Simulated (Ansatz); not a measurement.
Here is an Ansatz 0.2.0 calculation.

Contents of input:

```
crystal:
  lattice:
    - [2.71047, 0.0, 0.0]
    - [0.0, 2.71047, 0.0]
    - [0.0, 0.0, 2.71047]
  atoms:
    - { symbol: Ge, position: [0.0, 0.0, 0.0] }
hamiltonian:
  xc: hf
  pseudopotentials: { kind: paw }
kpoints:
  mp_grid: { grid: [5, 5, 5] }
scf:
  occupations: { method: fermi_dirac, width: 0.05 }
output:
  forces: true
  stress: true
  eigenvalues: true
  write_density: true
  write_potential: true
  elf: true
  volumetric_format: npy
relax:
  f_tol: 0.01
  max_steps: 40
  cell: { stress_tol: 0.05 }
```

(1) Estimate the relaxed volume.

(2) Estimate the relaxed cell.

Results:

(1) 21.09 Å³/atom.

(2) a = 2.763 Å, b = 2.763 Å, c = 2.763 Å, α = 90.00°, β = 90.00°, γ = 90.00°.

Caveat: the k mesh is coarse (spacing up to 0.46 Å⁻¹), so the values aren't converged, least of all with exact exchange; the PAW data sets come from PBE, with cores solved anew for the run's functional, which leaves a small shift of forces and pressure.
